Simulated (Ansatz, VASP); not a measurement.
ZnS: VASP beside Ansatz

```
Zn S
1.0
     3.73818    0.00000    0.00000
    -1.86909    3.23736    0.00000
     0.00000    0.00000    6.14276
Zn S
2 2
Direct
  0.33333 0.66667 0.97220
  0.66667 0.33333 0.47220
  0.33333 0.66667 0.40280
  0.66667 0.33333 0.90280
```

Change from the starting cell: polar distortion scaled by 0.55.

Alike in both runs: task single point; functional LDA; k mesh 9 × 9 × 6; no spin polarisation.

|  | VASP | Ansatz |
| --- | --- | --- |
| version | VASP 6.6.1 | Ansatz 0.2.0 |
| potentials or method | VASP PAW LDA potentials, release 64 (Zn, S) | scalar-relativistic, plane waves, PAW |
| plane-wave cutoff (eV) | 520 | 420 |
| occupations | gaussian, width 0.01 eV | fixed |
| valence electrons in the cell | 36 | 36 |

Ansatz gave:

* gap on the k mesh at the Fermi level (eV): 2.42
* least direct gap on the mesh (eV): 2.42
* pressure (GPa): 3.3
* largest component of the traceless stress (GPa): 6.18
* rms of the force components (eV/Å): 0.532

Q: What did VASP give for the same quantities?

A: gap on the k mesh at the Fermi level (eV): 2.46; least direct gap on the mesh (eV): 2.46; pressure (GPa): 3.6; largest component of the traceless stress (GPa): 6.34; rms of the force components (eV/Å): 0.539.

Atom by atom the forces differ by 0.007 eV/Å (rms over components). Ansatz warned: «pseudo_functional_mismatch».

Caveats: an odd mesh through Γ misses points on the zone boundary, where band edges often lie.
